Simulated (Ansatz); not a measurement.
Input and output of a one-shot G0W0 calculation on HfS2 (P-3m1) from a database structure (the plane-wave code Ansatz, G0W0@PBE with 497 empty bands, a screening cutoff of 220 eV and a 6×6×4 mesh). The cell was relaxed beforehand with r2SCAN+rVV10.

input.yaml:
```yaml
crystal:
  lattice:
    - [3.6302450488, 0.0, 0.0]
    - [-1.8151225244, 3.1438844342, 0.0]
    - [0.0, 0.0, 5.8787062851]
  atoms:
    - { symbol: Hf, position: [0.0, 0.0, 0.0] }
    - { symbol: S, position: [0.6666666667, 0.3333333333, 0.7553800774] }
    - { symbol: S, position: [0.3333333333, 0.6666666667, 0.2446199226] }
kpoints:
  mp_grid: { grid: [6, 6, 4] }
hamiltonian:
  xc: pbe
scf:
  occupations: { method: fixed }
gw:
  n_empty_bands: 497
  ecut_chi: 220
  qp_bands: [v2, c2]
  qp_kpoints: band_edges
  screening: { model: godby_needs }
```

Wall time 2.2 min on 1 × NVIDIA H100 80GB HBM3 with 2 threads of AMD EPYC 7R13 Processor (Zen 3), with other jobs on the host; peak host memory 4.9 GiB.

Q: Predict the output.

A: Output, abridged:
```
Functional definition: PBE
Crystal: 3 atoms, lattice volume = 67.094 Å³
Basis set: ecut = 420 eV, 1315 PW (Γ)
Bands: 23, of which v1, the nominal top of the filled ones, is band 19 counted from 1 (18 counted from 0)
Symmetry: 12 space group operations
Space group: P-3m1 (ITA 164)
k-points: 24 of 144
SCF iter   1: HF=-17530.159809 eV  Δρ=1.39e-3  dr2=6.37e-4
preconditioner: auto → Resta (q_TF=auto, 2.482 Å⁻¹)  ε∞=5.5  [insulator: Δε(μ)=1.040 eV  ℏωp=24.8 eV]
SCF iter   2: HF=-17530.159361 eV  Δρ=8.32e-4  dr2=2.45e-4
SCF iter   3: HF=-17530.159694 eV  Δρ=1.64e-4  dr2=5.39e-5
SCF iter   4: HF=-17530.159687 eV  Δρ=8.20e-5  dr2=1.11e-5
SCF iter   5: HF=-17530.159693 eV  Δρ=4.80e-5  dr2=2.64e-6
SCF iter   6: HF=-17530.159692 eV  Δρ=1.93e-5  dr2=3.61e-7
SCF iter   7: HF=-17530.159693 eV  Δρ=5.48e-6  dr2=2.77e-8
SCF 1 converged in 7 iterations: F = -17530.159693 eV  dr2 = 2.77e-8
SCF converged after 7 iterations
Free energy (F): -17530.159693 eV
Fermi energy:    9.051978 eV
--- G₀W₀: ω_p = 27.9452 eV, 144 q-points, 497 empty bands' worth ---
    ik  band        ε_KS         Σx   Σc(E_QP)       V_xc       Z   E_QP_lin       E_QP  E_QP is
     0    18      8.9407   -18.7172     1.5922   -16.4228  0.7798     8.2357     8.2384  root
     0    19      9.0520   -18.4364     1.6579   -16.0734  0.7782     8.3443     8.3470  root
     0    20     10.9797   -10.7988    -4.7991   -15.9434  0.7948    11.3259    11.3253  root
     0    21     10.9797   -10.7988    -4.7991   -15.9434  0.7948    11.3259    11.3253  root
     1    18      8.8735   -18.6633     1.6167   -16.3387  0.7797     8.1628     8.1655  root
     1    19      8.8735   -18.6633     1.6167   -16.3387  0.7797     8.1628     8.1655  root
     1    20     10.9580   -10.7533    -4.7877   -15.8827  0.7951    11.3005    11.2998  root
     1    21     10.9580   -10.7533    -4.7877   -15.8827  0.7951    11.3005    11.2998  root
     2    18      8.8076   -18.6155     1.6429   -16.2586  0.7795     8.0908     8.0936  root
     2    19      8.8076   -18.6155     1.6429   -16.2586  0.7795     8.0908     8.0936  root
     2    20     10.9361   -10.7077    -4.7759   -15.8217  0.7953    11.2748    11.2742  root
     2    21     10.9361   -10.7077    -4.7759   -15.8217  0.7953    11.2748    11.2742  root
     3    18      8.3246   -18.2101     1.5937   -15.9131  0.7801     7.6186     7.6213  root
     3    19      8.9592   -18.4380     1.7052   -16.0330  0.7773     8.2567     8.2595  root
     3    20     10.8740   -10.5294    -4.5775   -15.3987  0.7946    11.1662    11.1658  root
     3    21     11.7317   -11.1845    -4.9508   -16.4819  0.7888    12.0784    12.0784  root
     4    18      8.3739   -18.2211     1.5592   -15.9644  0.7803     7.6739     7.6764  root
     4    19      8.6219   -18.2440     1.7864   -15.7312  0.7781     7.8924     7.8954  root
     4    20     10.8466   -10.4681    -4.6002   -15.3609  0.7951    11.1397    11.1392  root
     4    21     11.7261   -11.2056    -4.9192   -16.4651  0.7890    12.0670    12.0664  root
     5    18      8.0129   -17.9133     2.0447   -15.0814  0.7784     7.2217     7.2257  root
     5    19      8.2543   -18.1298     1.6167   -15.8015  0.7800     7.5398     7.5426  root
     5    20     10.8213   -10.4632    -4.5549   -15.2984  0.7956    11.1021    11.1016  root
     5    21     11.7366   -11.2243    -4.9416   -16.5110  0.7892    12.0827    12.0817  root
     7    18      7.7603   -18.3374     1.9863   -15.5705  0.7780     6.9758     6.9797  root
     7    19      7.9634   -17.8469     1.9659   -15.1243  0.7765     7.2033     7.2068  root
     7    20     10.4171   -10.3493    -4.2342   -14.8108  0.7949    10.6446    10.6443  root
     7    21     12.6071   -11.2727    -5.5175   -17.2184  0.7874    13.0363    13.0352  root
     8    18      7.9153   -18.4425     1.9139   -15.7646  0.7786     7.1477     7.1513  root
     8    19      8.4171   -18.3578     1.8655   -15.7594  0.7766     7.6809     7.6842  root
     8    20     10.3156   -10.0778    -4.2882   -14.5989  0.7965    10.5488    10.5484  root
     8    21     12.6244   -11.3417    -5.4840   -17.2535  0.7885    13.0541    13.0523  root
     9    18      7.8919   -18.4370     1.9281   -15.7403  0.7787     7.1198     7.1233  root
     9    19      8.0872   -18.1814     2.0537   -15.3521  0.7762     7.3087     7.3116  root
     9    20     10.3051   -10.0393    -4.2801   -14.5451  0.7973    10.5310    10.5307  root
     9    21     12.6845   -11.4522    -5.5506   -17.4392  0.7873    13.1221    13.1210  root
  […]
```
Only the leading digits can be foreseen; the rest is this run's record.

The points are ik 0 = (0, 0, 0) (Γ), ik 1 = (0, 0, 1/4), ik 2 = (0, 0, -1/2), ik 3 = (0, 1/6, 0), ik 4 = (0, 1/6, 1/4), ik 5 = (0, 1/6, -1/2), ik 7 = (0, 1/3, 0), ik 8 = (0, 1/3, 1/4), ik 9 = (0, 1/3, -1/2), ik 10 = (0, 1/3, -1/4), ik 11 = (0, -1/2, 0), ik 12 = (0, -1/2, 1/4); band 19 is the last filled one.

G0W0 moves the gap on the mesh from 1.04 eV (PBE) to 1.95 eV (Γ to k = (0, -1/2, -1/2)). Renormalisation factors Z lie between 0.76 and 0.80. G0W0 values are finite-basis, finite-mesh values.

The values are computed, spin-unpolarised, and not measurements.

Spin-orbit coupling is left out, which matters wherever the heavy atoms make up the band edges.
